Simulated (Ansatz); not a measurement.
# NbN: the cost of one run

Program: Ansatz 0.2.0. Level of theory: DFT r²SCAN+U (U_eff = 1 eV on Nb d), plane waves, PAW. These are calculated values, not measurements.

### Step 1. The structure to begin with

Symmetry: Fm-3m, No. 225, cubic system. Conventional cell: a = 4.389 Å, b = 4.389 Å, c = 4.389 Å, α = 90.00°, β = 90.00°, γ = 90.00°. Nb (site symmetry m-3m) has 6 N at 2.19 Å as nearest neighbours. Around N (site symmetry m-3m) lie 6 Nb at 2.19 Å.

As a file:

```cif
data_structure
_symmetry_space_group_name_H-M 'P 1'
_symmetry_Int_Tables_number 1
_cell_length_a 3.1035
_cell_length_b 3.1035
_cell_length_c 6.2070
_cell_angle_alpha 60.000
_cell_angle_beta 60.000
_cell_angle_gamma 60.000
_cell_volume 42.27
loop_
_atom_site_label
_atom_site_type_symbol
_atom_site_fract_x
_atom_site_fract_y
_atom_site_fract_z
_atom_site_occupancy
Nb1 Nb 0.50000 0.50000 0.25000 1
N1 N 0.00000 0.00000 0.00000 1
Nb2 Nb 0.50000 0.50000 0.75000 1
N2 N 0.00000 0.00000 0.50000 1
```

Magnetic order typed: antiferromagnetic, doubled cell 0 0 1/2.

An earlier series on this cell reached its lowest free state from «random orbitals: fully mixed, first filling», perhaps among other starts (it ended without moments).

### Step 2. Random orbitals: single harmonics, second filling

File input.yaml:

```yaml
crystal:
  lattice:
    - [0.0, 2.19450073, 2.19450073]
    - [2.19450073, 0.0, 2.19450073]
    - [4.38900146, 4.38900146, 0.0]
  atoms:
    - { symbol: Nb, position: [0.5, 0.5, 0.25], spin: 0.3 }
    - { symbol: "N", position: [0.0, 0.0, 0.0] }
    - { symbol: Nb, position: [0.5, 0.5, 0.75], spin: -0.3 }
    - { symbol: "N", position: [0.0, 0.0, 0.5] }
basis:
  ecutwfc: 500
  ecutrho_ratio: 4
kpoints:
  mp_grid: { grid: [7, 7, 7] }
hamiltonian:
  xc: r2scan
  hubbard:
    sites:
      - { site: 0, l: d, u_eff: 1.0, starting_ns: [{ spin: up, occupation_matrix: s0up }, { spin: down, occupation_matrix: s0down }] }
      - { site: 2, l: d, u_eff: 1.0, starting_ns: [{ spin: up, occupation_matrix: s2up }, { spin: down, occupation_matrix: s2down }] }
    occupation_matrices:
      s0up:
        matrix:
          - [0.02, 0.0, 0.0, 0.0, 0.0]
          - [0.0, 0.97, 0.0, 0.0, 0.0]
          - [0.0, 0.0, 0.02, 0.0, 0.0]
          - [0.0, 0.0, 0.0, 0.02, 0.0]
          - [0.0, 0.0, 0.0, 0.0, 0.02]
      s0down:
        matrix:
          - [0.02, 0.0, 0.0, 0.0, 0.0]
          - [0.0, 0.02, 0.0, 0.0, 0.0]
          - [0.0, 0.0, 0.02, 0.0, 0.0]
          - [0.0, 0.0, 0.0, 0.02, 0.0]
          - [0.0, 0.0, 0.0, 0.0, 0.97]
      s2up:
        matrix:
          - [0.02, 0.0, 0.0, 0.0, 0.0]
          - [0.0, 0.02, 0.0, 0.0, 0.0]
          - [0.0, 0.0, 0.02, 0.0, 0.0]
          - [0.0, 0.0, 0.0, 0.02, 0.0]
          - [0.0, 0.0, 0.0, 0.0, 0.97]
      s2down:
        matrix:
          - [0.02, 0.0, 0.0, 0.0, 0.0]
          - [0.0, 0.97, 0.0, 0.0, 0.0]
          - [0.0, 0.0, 0.02, 0.0, 0.0]
          - [0.0, 0.0, 0.0, 0.02, 0.0]
          - [0.0, 0.0, 0.0, 0.0, 0.02]
    ns_hold: until_converged
scf:
  occupations: { method: gaussian, width: 0.05 }
  lower_state_search: "off"
  max_iter: 150
output:
  forces: true
  stress: true
  eigenvalues: true
  populations: true
  hubbard: { sites: [{ site: 0, l: d }, { site: 2, l: d }] }
magnetization:
  spin_polarized: true
```

The typed matrices put 0.97 on the chosen orbitals and 0.02 on the others, and are held until the SCF converges, then released.

Launch:

```
$ ansatz run input.yaml --threads 4 --pin off --max-ram 6144MiB --backend cpu --events-out ev --progress --plain --runs-dir out
```

**Question.** How long does this run take on 4 threads of AMD EPYC 7R43 (Zen 3), shared host, and how much memory does it need?

About 26 s, with a peak of 0.88 GiB.
